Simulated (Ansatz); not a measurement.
# HfO2 (P2_1/c): the host for defect calculations, part 2 of 2

Before any defect goes in: HfO2 (P2_1/c) at rest, and how it screens a charge.

Ansatz 0.2.0; plane-wave PAW DFT, r2SCAN; relaxation of the host's cell and atoms; PAW set soft_1 (the session's first sound run).

So far. Step 3 (Dielectric tensors of the host): The principal values of the electronic dielectric tensor are 4.68, 5.06 and 5.09. The principal values of the static dielectric tensor are 15.30, 19.46 and 21.76.

## Step 6: Defect free supercell relaxed from its symmetric sites

This cell, the one that will hold the defects, is built from the relaxed host. Its coarser k-points can move the atoms a little, so it is relaxed from the symmetric sites, as the reference for the test of stability.

This step: plane-wave PAW DFT, r2SCAN; relaxation of the defect-free supercell from its symmetric sites; PAW set soft_1 (Ansatz 0.2.0).

Input file pristine.symmetric/input.yaml:

```yaml
crystal:
  lattice:
    - [10.2294504898, 0.0, 0.0087819208]
    - [0.0, 10.3626286749, 0.0]
    - [-1.7504376039, 0.0, 10.4476751421]
  atoms:
    - { symbol: Hf, position: [0.1380886692, 0.2290864202, 0.3541307092] }
    - { symbol: Hf, position: [0.3619113308, 0.4790864202, 0.3958692908] }
    - { symbol: Hf, position: [0.3619113308, 0.2709135798, 0.1458692908] }
    - { symbol: Hf, position: [0.1380886692, 0.0209135798, 0.1041307092] }
    - { symbol: O, position: [0.2239984862, 0.3711857871, 0.4892109611] }
    - { symbol: O, position: [0.2760015138, 0.1211857871, 0.2607890389] }
    - { symbol: O, position: [0.2760015138, 0.1288142129, 0.0107890389] }
    - { symbol: O, position: [0.2239984862, 0.3788142129, 0.2392109611] }
    - { symbol: O, position: [0.0349713344, 0.1667376796, 0.1721316082] }
    - { symbol: O, position: [0.4650286656, 0.4167376796, 0.0778683918] }
    - { symbol: O, position: [0.4650286656, 0.3332623204, 0.3278683918] }
    - { symbol: O, position: [0.0349713344, 0.0832623204, 0.4221316082] }
    - { symbol: Hf, position: [0.1380886692, 0.2290864202, 0.8541307092] }
    - { symbol: Hf, position: [0.3619113308, 0.4790864202, 0.8958692908] }
    - { symbol: Hf, position: [0.3619113308, 0.2709135798, 0.6458692908] }
    - { symbol: Hf, position: [0.1380886692, 0.0209135798, 0.6041307092] }
    - { symbol: O, position: [0.2239984862, 0.3711857871, 0.9892109611] }
    - { symbol: O, position: [0.2760015138, 0.1211857871, 0.7607890389] }
    - { symbol: O, position: [0.2760015138, 0.1288142129, 0.5107890389] }
    - { symbol: O, position: [0.2239984862, 0.3788142129, 0.7392109611] }
    - { symbol: O, position: [0.0349713344, 0.1667376796, 0.6721316081] }
    - { symbol: O, position: [0.4650286656, 0.4167376796, 0.5778683919] }
    - { symbol: O, position: [0.4650286656, 0.3332623204, 0.8278683919] }
    - { symbol: O, position: [0.0349713344, 0.0832623204, 0.9221316082] }
    - { symbol: Hf, position: [0.1380886692, 0.7290864202, 0.3541307092] }
    - { symbol: Hf, position: [0.3619113308, 0.9790864202, 0.3958692908] }
    - { symbol: Hf, position: [0.3619113308, 0.7709135798, 0.1458692908] }
    - { symbol: Hf, position: [0.1380886692, 0.5209135798, 0.1041307092] }
    - { symbol: O, position: [0.2239984862, 0.8711857871, 0.4892109611] }
    - { symbol: O, position: [0.2760015138, 0.6211857871, 0.2607890389] }
[... 60 atom lines left out ...]
    - { symbol: O, position: [0.7760015138, 0.6288142129, 0.5107890389] }
    - { symbol: O, position: [0.7239984862, 0.8788142129, 0.7392109611] }
    - { symbol: O, position: [0.5349713344, 0.6667376796, 0.6721316081] }
    - { symbol: O, position: [0.9650286656, 0.9167376796, 0.5778683919] }
    - { symbol: O, position: [0.9650286656, 0.8332623204, 0.8278683919] }
    - { symbol: O, position: [0.5349713344, 0.5832623204, 0.9221316082] }
basis:
  ecutwfc: 500
  xc_grid: 2
hamiltonian:
  xc: r2scan
  pseudopotentials: { kind: paw, azcp: { folder: soft_1 } }
kpoints:
  mp_grid: { grid: [1, 1, 1], shift: [0.25, 0.25, 0.25] }
scf:
  occupations: { method: fermi_dirac, width: 0.01 }
  max_iter: 80
output:
  forces: true
relax:
  f_tol: 0.01
  max_steps: 60
  escape_saddle: false
checkpoint:
  write: "../pristine.symmetric.run"
  compress: false
  write_wavefunctions: false
  write_every: 100000
```

Started as:

```bash
> ansatz run input.yaml --threads 32 --pin off --max-ram 56524MiB --backend cuda --events-out ev --progress --plain --runs-dir out --max-vram 78GiB
```

Log:

```text
[...]
Crystal: 96 atoms, lattice volume = 1107.655 Å³
Basis set: ecut = 500 eV, 28081 PW (Γ), exchange–correlation on 150×160×160 points (8 copies of the dense FFT grid, shifted against one another)
Bands: 730, of which v1, the nominal top of the filled ones, is band 608 counted from 1 (607 counted from 0)
[...]
k-points: 1
[...]
SCF 1 converged in 10 iterations: F = -540069.086994 eV  dr2 = 1.15e-6
[...]
relax step   1: F+E_penalty+E_count = -540069.08699442 eV  Δ(F+E_penalty+E_count) = +0.000e0 eV  max|allowed force component| = 5.399e-3 eV/Å  Δτ_max = 0.0000 Å  (10 SCF iters, dr2 threshold 2.50e-6 e [...]
[...]
SCF iter   1: F=—  HF=-540069.086994 eV  |F-HF|=—  |Δ(HF+E_count)|=         —  Δρ=1.11e-5  dr2=1.16e-6  dr2_τ=1.88e-7  ethr=9.54e-11  ⟨swp⟩=1.0  Hψ=1652  notcnv=0  defer=89
automatic band count: iteration 1 solves 705 bands in place of 730: the levels show a gap, and the empty bands left out lie too high to hold charge; the band table lists the bands solved (type scf.n_e [...]
[...]
SCF 2 converged in 4 iterations: F = -540069.086995 eV  dr2 = 1.49e-8
relax step   2: F+E_penalty+E_count = -540069.08699476 eV  Δ(F+E_penalty+E_count) = -3.418e-7 eV  max|allowed force component| = 5.368e-3 eV/Å  Δτ_max = 0.0000 Å  (4 SCF iters, accepted)
[...]
SCF 3 converged in 2 iterations: F = -540069.086995 eV  dr2 = 8.28e-9
SCF converged after 2 iterations
[...]
```

It took 2.8 s on 1 × NVIDIA GB200 with 32 threads of Arm Neoverse V2, shared host; peak memory 1.5 GiB; 7.5 s of CPU time.

No atom moved by 0.005 Å in the relaxation.

## Step 7: Defect free supercell relaxed from displaced atoms

This step: plane-wave PAW DFT, r2SCAN; relaxation of the defect-free supercell from random displacements, a test of the host's stability; PAW set soft_1 (Ansatz 0.2.0).

pristine.rattled/input.yaml, as its differences from pristine.symmetric/input.yaml of step 6:

```diff
@@ -58,6 +58,6 @@
   f_tol: 0.01
-  max_steps: 60
-  escape_saddle: false
+  max_steps: 120
+  random_displacement: { amplitude: 0.08, seed: 3826 }
 checkpoint:
-  write: "../pristine.symmetric.run"
+  write: "../pristine.rattled.run"
   compress: false
```

Log:

```text
[...]
Crystal: 96 atoms, lattice volume = 1107.655 Å³
Basis set: ecut = 500 eV, 28081 PW (Γ), exchange–correlation on 150×160×160 points (8 copies of the dense FFT grid, shifted against one another)
Bands: 730, of which v1, the nominal top of the filled ones, is band 608 counted from 1 (607 counted from 0)
[...]
k-points: 1
[...]
SCF 1 converged in 11 iterations: F = -540063.998762 eV  dr2 = 8.39e-7
[...]
relax step   1: F+E_penalty+E_count = -540063.99876237 eV  Δ(F+E_penalty+E_count) = +0.000e0 eV  max|allowed force component| = 3.363e0 eV/Å  Δτ_max = 0.0000 Å  (11 SCF iters, dr2 threshold 2.50e-6 eV [...]
[...]
SCF 2 converged in 8 iterations: F = -540067.290377 eV  dr2 = 1.94e-5
[...]
relax step   6: F+E_penalty+E_count = -540069.08704410 eV  Δ(F+E_penalty+E_count) = -4.948e-8 eV  max|allowed force component| = 3.399e-3 eV/Å  Δτ_max = 0.0000 Å  (2 SCF iters, accepted)
[...]
SCF 7 converged in 2 iterations: F = -540069.087044 eV  dr2 = 1.52e-8
SCF converged after 2 iterations
[...]
```

Elapsed: 6.4 s, on 1 × NVIDIA GB200 with 32 threads; peak memory 1.5 GiB; 18 s of CPU time.

Step by step:

```
step  energy less that of the first step (eV)  largest force component (eV/Å)
   1                                   0.0000                          3.3627
   2                                  -3.2916                          1.5632
   3                                  -5.0851                          0.0493
   4                                  -5.0851                          0.0489
   5                                  -5.0883                          0.0034
   6                                  -5.0883                          0.0034
```

The relaxation ends 53 meV an atom lower than the displaced start, with a largest force component of 0.0034 eV/Å.

## Step 8: Outcome

| Item | Value |
| --- | --- |
| primitive cell vectors, lengths | 5.115, 5.181, 5.297 Å |
| electronic dielectric constant | principal values (4.68, 5.06, 5.09) |
| static dielectric constant | principal values (15.30, 19.46, 21.76) |
| gap on the k-mesh of the response run (PBEsol) | 4.04 eV |
| supercell relaxed in its symmetry less the displaced and relaxed one | 0.000 eV |
| energy an atom at one point at (¼, ¼, ¼) less that on the dense mesh | 0.000 eV |

What this shows: Step 7: The energy fell by 5.088 eV from the randomly displaced start; the atoms end within 0.005 Å of the sites as typed, once the mean shift is taken out. The displaced cell ends within 0.01 eV of the symmetric one relaxed in its symmetry, so no lower structure shows in this supercell. The k-mesh can miss the band edges, so this gap is an upper bound at this level. All at zero temperature.

[Logs are printed without paths, hosts, clocks, repeated set-up lines and the standing remarks that a program may print on its own settings, such as how far it seeks lower states.]

[Hosts, paths, dates, database ids (printed as entryN), source tags and the programs' standing remarks are cut or masked in the printed files.]

[Runs of the host that timed out are not shown.]

[For some hosts the program warned that the k-mesh of the response run may be too coarse for force constants and the static dielectric constant; such warnings are not always shown.]
